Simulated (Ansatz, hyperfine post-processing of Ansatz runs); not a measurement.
# Reading the 11B spectrum of K2AlFeB2P4H2O18

Calculated values: DFT, PBEsol+U, plane-wave PAW, default files (PAW set soft_2), collinear spin, scalar-relativistic (Ansatz), contact and point-dipole shifts scaled to 320 K with Θ = 0 K (a pure Curie law); spin-only moments, above the ordering temperature.

```cif
data_structure
_symmetry_space_group_name_H-M 'P 1'
_symmetry_Int_Tables_number 1
_cell_length_a 5.1690
_cell_length_b 8.2063
_cell_length_c 8.3445
_cell_angle_alpha 86.308
_cell_angle_beta 80.683
_cell_angle_gamma 86.519
_cell_volume 348.11
loop_
_atom_site_label
_atom_site_type_symbol
_atom_site_fract_x
_atom_site_fract_y
_atom_site_fract_z
_atom_site_occupancy
Fe1 Fe 0.26649 0.68594 0.31024 1
K2 K 0.72364 0.81853 0.61072 1
K3 K 0.27421 0.16885 0.38183 1
P4 P 0.80049 0.91273 0.19719 1
P5 P 0.19706 0.08743 0.80052 1
P6 P 0.21364 0.55130 0.69068 1
P7 P 0.77616 0.42944 0.31777 1
Al8 Al 0.72872 0.30062 0.69376 1
O9 O 0.93539 0.57401 0.34157 1
O10 O 0.03186 0.42178 0.66162 1
O11 O 0.31242 0.70585 0.05421 1
O12 O 0.70918 0.30166 0.93359 1
O13 O 0.72209 0.09475 0.15113 1
O14 O 0.26233 0.90028 0.83500 1
O15 O 0.06775 0.64060 0.84370 1
O16 O 0.93123 0.34453 0.16461 1
O17 O 0.55159 0.84573 0.29589 1
O18 O 0.45160 0.15190 0.70713 1
O19 O 0.02834 0.90097 0.29446 1
O20 O 0.96614 0.10811 0.70437 1
O21 O 0.48675 0.48316 0.72019 1
O22 O 0.49883 0.48390 0.28307 1
O23 O 0.24712 0.68516 0.54968 1
O24 O 0.75607 0.30164 0.46296 1
O25 O 0.87345 0.82182 0.03423 1
O26 O 0.12274 0.16604 0.96809 1
B27 B 0.13088 0.76810 0.94220 1
B28 B 0.86971 0.22755 0.05321 1
H29 H 0.49271 0.73807 0.01612 1
H30 H 0.57142 0.37955 0.98025 1
```

11B MAS at 11.7 T (159.9 MHz), 20 kHz, 320 K; contact and dipolar shift alone, no orbital or quadrupolar part; lines under 1.5 % of the strongest are left out. NMR lines, with heights relative to the strongest:

| position (ppm) | intensity |
| --- | --- |
| -627.1 | 3.1 |
| -502.0 | 8.6 |
| -376.9 | 18 |
| -251.8 | 26 |
| -242.0 | 2.9 |
| -126.7 | 31 |
| -116.9 | 22 |
| -1.6 | 27 |
| 8.2 | 100 |
| 123.5 | 23 |
| 133.3 | 70 |
| 248.6 | 17 |
| 258.4 | 32 |
| 373.8 | 14 |
| 383.5 | 38 |
| 498.9 | 14 |
| 508.6 | 10 |
| 624.0 | 12 |
| 633.7 | 3.2 |
| 749.1 | 14 |
| 874.2 | 11 |
| 999.3 | 10 |
| 1124.4 | 8.2 |
| 1249.5 | 12 |
| 1374.7 | 12 |
| 1499.8 | 10 |
| 1624.9 | 5.8 |
| 1750.0 | 2.9 |

**Question.** Which lines are isotropic ones rather than spinning sidebands, and which B atoms give them?

Sidebands are spaced by 125 ppm (the spinning rate over the resonance of 159.9 MHz). An isotropic line need not be the tallest: it is the area-weighted centre of its own family of sidebands, and the one that stays put when the rate is changed. Isotropic shifts: 374 ppm for atom 27 (1 Fe through links of 132° (1)), reduced anisotropy 1380 ppm; 133 ppm for atom 28 (no Fe linked through a nearest anion), reduced anisotropy 398 ppm. The families' total areas stand as 1:1; where areas are equal the match rests on the calculation.

[Logs are printed without paths, hosts, clocks, repeated set-up lines and the standing remarks that a program may print on its own settings, such as how far it seeks lower states.]

[Hosts, paths, dates, database ids (printed as entryN), source tags and the programs' standing remarks are cut or masked in the printed files.]
